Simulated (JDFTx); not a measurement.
**Cu in JDFTx: the effect of functional**

The system is Cu.

```xyz
1
Lattice="-1.4428 1.4428 1.3761 1.4428 -1.4428 1.3761 1.4428 1.4428 -1.3761" Properties=species:S:1:pos:R:3 pbc="T T T"
Cu    0.0000    0.0000    0.0000
```

This isn't the form of Cu at room conditions, which is fcc.

Alike in all runs:

| Property | Result |
| --- | --- |
| Program | JDFTx 1.7.0 (patched build) |
| Task | relaxation of cell and atoms |
| Potentials or basis | SG15-PBE-1.2 with smoothed tails |
| Cutoff | 1361 eV |
| Density cutoff | 5442 eV |
| k mesh | 6 × 6 × 6 |
| Occupations | fermi-dirac, width 0.05 eV |
| Spin | no spin polarisation |

Each run relaxes the cell or the atoms first.

Problem. One run gave: relaxed volume 11.46 Å³/atom. Which functional did it use?
A. TPSS
B. r2SCAN
C. SCAN

Solution. C.

```tsv
functional	relaxed volume (Å³/atom)
r2SCAN	11.59
SCAN	11.46
TPSS	11.60
```

Caveats: all runs use coarse meshes; the potentials were made for another functional, which shifts forces and pressure.
